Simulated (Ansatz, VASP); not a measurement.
InP: VASP beside Ansatz

File POSCAR:

```
InP
1.0
    0.0000000000      2.7688340000      2.7688340000
    2.7688340000      0.0000000000      2.7688340000
    2.7688340000      2.7688340000      0.0000000000
In P
1 1
Direct
    0.0000000000      0.0000000000      0.0000000000
    0.5000000000      0.5000000000      0.5000000000
```

INCAR.step1

```
SYSTEM = InP
ALGO = Normal ; EDIFF = 1E-4
ENCUT = 520 ; GGA = PE
GGA_COMPAT = .False. ; ISMEAR = -1
LASPH = .True. ; LCHARG = .False.
LREAL = .False. ; LSORBIT = .True.
LWAVE = .True. ; MAGMOM = 0 0 0 0 0 0
NBANDS = 30 ; NELM = 150
PREC = Accurate ; SIGMA = 0.05
```

File INCAR.step2:

```
SYSTEM = InP
ALGO = Normal ; EDIFF = 1E-6
ENCUT = 520 ; GGA_COMPAT = .False.
ISIF = 2 ; ISMEAR = -1
ISTART = 1 ; LASPH = .True.
LCHARG = .False. ; LMIXTAU = .True.
LORBIT = 11 ; LORBMOM = .True.
LREAL = .False. ; LSORBIT = .True.
LWAVE = .False. ; MAGMOM = 0 0 0 0 0 0
METAGGA = R2SCAN ; NBANDS = 30
NELM = 150 ; PREC = Accurate
SIGMA = 0.05
```

File KPOINTS:

```
k-points
0
Gamma
  6 6 6
  0 0 0
```

The input input.yaml:

```yaml
crystal:
  lattice:
    - [0.0, 2.768834, 2.768834]
    - [2.768834, 0.0, 2.768834]
    - [2.768834, 2.768834, 0.0]
  atoms:
    - { symbol: In, position: [0.0, 0.0, 0.0] }
    - { symbol: P, position: [0.5, 0.5, 0.5] }
hamiltonian:
  xc: r2scan
  pseudopotentials: { kind: paw_fr }
magnetization:
  noncollinear: true
  spin_orbit: true
kpoints:
  mp_grid: { grid: [6, 6, 6] }
  band_path:
    path:
      - [[0.0, 0.0, 0.0], [0.5, 0.0, 0.5], [0.5, 0.25, 0.75], [0.375, 0.375, 0.75], [0.0, 0.0, 0.0], [0.5, 0.5, 0.5], [0.625, 0.25, 0.625], [0.5, 0.25, 0.75], [0.5, 0.5, 0.5], [0.375, 0.375, 0.75]]
      - [[0.625, 0.25, 0.625], [0.5, 0.0, 0.5]]
    npoints: 14
scf:
  occupations: { method: fermi_dirac, width: 0.05 }
  n_extra_bands: 6
output:
  forces: true
  stress: true
  eigenvalues: true
  fatbands: true
```

Measurements of this composition are mostly on another form, of space group No. 216.

Alike in both runs: functional r2SCAN; k mesh 6 × 6 × 6; occupations fermi-dirac, width 0.05 eV; non-collinear spin, spin-orbit coupling.

|  | VASP | Ansatz |
| --- | --- | --- |
| version | VASP 6.6.1 | Ansatz 0.2.0 |
| potentials or method | VASP PAW PBE potentials, release 64 (In_d, P) | Ansatz PAW |
| plane-wave cutoff (eV) | 520 | 500 |
| valence electrons in the cell | 18 | 18 |
| task | single point | band structure |

|  | VASP | Ansatz | Ansatz less VASP |
| --- | --- | --- | --- |
| gap on the k mesh at the Fermi level (eV) | none | none | - |
| pressure (GPa) | -1.5 | -1.5 | -0.02 |
| net moment per atom (μB) | 0.00 | 0.00 | 0.000 |

A gap of «none» marks a metal or a gap that the smearing closes. With one functional, cell and mesh, what is left measures potentials, basis and numerics.

Caveats: the PAW data sets were made with another functional, which shifts forces and pressure a little (VASP); the PAW data sets come from PBE, with cores solved anew for the run's functional, which leaves a small shift of forces and pressure (Ansatz).
